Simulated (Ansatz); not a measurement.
All numbers below come from DFT PBE, scalar-relativistic, plane waves, PAW (Ansatz). Settings: cutoff 420 eV, Γ-centred meshes spaced at most about 0.3 Å⁻¹, and about 0.25 Å⁻¹ or finer for metals (2π included), Gaussian smearing. Spin is collinear.

Each guess is relaxed in cell and atoms at zero pressure, on a coarse mesh first where it starts far from rest and then on a converged one. The steps can't lower the symmetry of the start, but it can rise. Energies are static (0 K, no zero-point motion).

This guess for MnSb (collinear spin from parallel moments) isn't its lowest structure:

```yaml
crystal:
  lattice:
    - [4.11136, 0.00000, 0.00000]
    - [0.00000, 4.11136, 0.00000]
    - [0.00000, 0.00000, 2.70699]
  atoms:
    - { symbol: Mn, position: [0.00000, 0.00000, 0.50000] }
    - { symbol: Sb, position: [0.50000, 0.50000, 0.50000] }
```

Question: Where does the relaxation end?

Answer: P4/mmm at 22.9 Å³/atom → P4/mmm at 23.3 Å³/atom. Conventional cell: a = 3.900 Å, c = 3.062 Å. Mn is surrounded by 4 Sb at 2.76 Å and 2 Mn at 3.06 Å; around Sb lie 4 Mn at 2.76 Å and 2 Sb at 3.06 Å.

```
Mn Sb
1.0
     3.89985    0.00000    0.00000
     0.00000    3.89985    0.00000
     0.00000    0.00000    3.06175
Mn Sb
1 1
Cartesian
  0.0000 0.0000 1.5309
  1.9499 1.9499 1.5309
```

Question: Compare it with the lowest MnSb structure at this level.

Answer: It lies 0.45 eV/atom above the lowest of the 4 forms computed, a structure that the Crystallography Open Database (COD) lists, of the nickel arsenide type. Space group P6_3/mmc (No. 194), hexagonal, a = 4.096 Å, c = 5.595 Å. Around Mn lie 6 Sb at 2.75 Å and 2 Mn at 2.80 Å; Sb is surrounded by 6 Mn at 2.75 Å. That form has 20.3 Å³/atom and no gap on its mesh, nor has the guess's end. Counting Sb atoms around Mn (those within 1.25 times the shortest such distance or 1.15 times the sum of covalent radii), the guess's end has Mn 4 and the lowest form has Mn 6.

Spin–orbit coupling, which can matter for Sb, is left out. The magnetic state reached may not be the lowest. Some types were kept out of the candidates beforehand, so the set may lack a known form.
